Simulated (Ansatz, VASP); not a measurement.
# Be: VASP beside Ansatz

File INCAR:

```
SYSTEM = Be
PREC = Accurate
ENCUT = 520
EDIFF = 1E-7
ISMEAR = -1
SIGMA = 0.05
LREAL = .FALSE.
LASPH = .TRUE.
NELM = 100
ALGO = Normal
ISIF = 2
LWAVE = .FALSE.
LCHARG = .FALSE.
GGA = PE
NBANDS = 7
```

Contents of KPOINTS:

```
regular mesh
0
G
  20 20 20
  0 0 0
```

POSCAR

```
Be
1.0
   -1.2665168023      1.2665168023      1.2665168023
    1.2665168023     -1.2665168023      1.2665168023
    1.2665168023      1.2665168023     -1.2665168023
Be
1
Direct
    0.0000000000      0.0000000000      0.0000000000
```

Input for Ansatz:

```yaml
crystal:
  lattice:
    - [-1.2665168023, 1.2665168023, 1.2665168023]
    - [1.2665168023, -1.2665168023, 1.2665168023]
    - [1.2665168023, 1.2665168023, -1.2665168023]
  atoms:
    - { symbol: Be, position: [0.0, 0.0, 0.0] }
kpoints:
  mp_grid: { grid: [20, 20, 20] }
scf:
  occupations: { method: fermi_dirac, width: 0.05 }
hamiltonian:
  xc: pbe
  pseudopotentials: { kind: all_electron, lapw: { basis_error: 0.001 } }
output:
  forces: true
  stress: true
  eigenvalues: true
```

Change from the starting cell: volume scaled by 1.04.

Alike in both runs: task single point; functional PBE; k mesh 20 × 20 × 20; occupations fermi-dirac, width 0.05 eV; no spin polarisation.

|  | VASP | Ansatz |
| --- | --- | --- |
| version | VASP 6.6.1 | Ansatz 0.2.0 |
| potentials or method | VASP PAW PBE potentials, release 64 (Be) | all-electron LAPW, scalar-relativistic |
| plane-wave cutoff (eV) | 520 | see its input |

|  | VASP | Ansatz | Ansatz less VASP |
| --- | --- | --- | --- |
| pressure (GPa) | -4.4 | -4.5 | -0.15 |

Ansatz ran all-electron here, so the differences hold the error of VASP's frozen core and of both bases.
